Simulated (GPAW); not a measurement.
P:

```
P
1.0
     1.64774   -5.46504    0.00000
     1.64774    5.46504    0.00000
     0.00000    0.00000    4.54364
P
4
Direct
  0.90414 0.09586 0.58882
  0.09586 0.90414 0.41118
  0.59586 0.40414 0.08882
  0.40414 0.59586 0.91118
```

Program: GPAW 26.7.0. Alike in all runs: no spin polarisation; cell as given; smearing fermi-dirac 0.05 eV.

Problem. Order these runs on this cell by their pressure, lowest first.
A. level PBEint; potentials or basis PAW data sets generated in the run's folder for this functional, pw; k mesh 5 × 5 × 4; cutoff (eV) 600; maxiter 150; band path GXSRAZGYX1A1TY,ZT; band points 60
B. level RPBE; potentials or basis the program's PAW data sets (release 1.2.1) made for this functional, pw; k mesh 5 × 5 × 4; cutoff (eV) 600; maxiter 150; band path GXSRAZGYX1A1TY,ZT; band points 60
C. level BLYP; potentials or basis PAW data sets generated in the run's folder for this functional, pw; k mesh 5 × 5 × 4; cutoff (eV) 600; maxiter 150; band path GXSRAZGYX1A1TY,ZT; band points 60; eigensolver davidson
D. level LDA; potentials or basis the program's PAW data sets (release 1.2.1) made for this functional, pw; k mesh 7 × 7 × 5; cutoff (eV) 450; maxiter 120; convergence default
E. level PW91; potentials or basis PAW data sets generated in the run's folder for this functional, pw; k mesh 5 × 5 × 4; cutoff (eV) 600; maxiter 150; band path GXSRAZGYX1A1TY,ZT; band points 80

Solution. D (-1.8 GPa), A (0.5 GPa), E (2.4 GPa), B (4.2 GPa), C (6.7 GPa).

Caveats: the cutoff is short for stress and forces, so pressures can be off by a GPa or more (some runs).

Not every run made on this cell is shown here.
